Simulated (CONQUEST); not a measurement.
NiO:

```
Ni O
1.0
     2.94991    0.00000    0.00000
     0.00000    2.94991    0.00000
     0.00000    0.00000    4.17180
Ni O
2 2
Direct
  0.00000 0.00000 0.00000
  0.50000 0.50000 0.50000
  0.00000 0.00000 0.50000
  0.50000 0.50000 0.00000
```

- Program: CONQUEST 1.3
- Task: single point
- Functional: PBE
- Potentials or basis: PseudoDojo NC PBE, DZP, grid cutoff 150 Ha
- k mesh: 7 × 7 × 5
- Occupations: fermi-dirac, width 0.05 eV
- Spin: collinear spin, ferromagnetic start
- Starting moments: [1.0, 1.0, 0.0, 0.0] μB

On this cell: pressure 1.7 GPa; largest force zero by symmetry; net moment 0.00 μB per cell; band gap on the k mesh none (metal or under the smearing width).

The same run follows on a disturbed copy (atoms moved at random, drawn with an rms of 0.05 Å):

```
CELL_PARAMETERS angstrom
2.94991 0.00000 0.00000
0.00000 2.94991 0.00000
0.00000 0.00000 4.17180
ATOMIC_POSITIONS crystal
Ni 0.01097 0.00818 0.99145
Ni 0.51097 0.50818 0.49145
O 0.49415 0.50495 0.99810
O 0.99415 0.00495 0.49810
```

Task: What does the disturbed cell give?

Result: The energy (extrapolated to zero smearing) moves by +3.8 meV/atom; pressure 1.9 GPa; largest force 0.258 eV/Å; net moment 0.00 μB per cell; band gap on the k mesh none (metal or under the smearing width).

Forces on the atoms (eV/Å):
```
Ni  -0.227 -0.041  0.115
Ni  -0.227 -0.041  0.115
O    0.216  0.057 -0.090
O    0.216  0.057 -0.090
```

The forces don't sum to zero, so they hold noise of the program's grid.

Caveats: the basis of atomic orbitals isn't converged, which shifts pressures, moduli and gaps; semilocal functionals often make such compounds metallic where correlation or magnetic order opens a gap, which also shifts bond lengths; the box holds several primitive cells, so bands are folded and the points are those of the box's own zone (some runs).
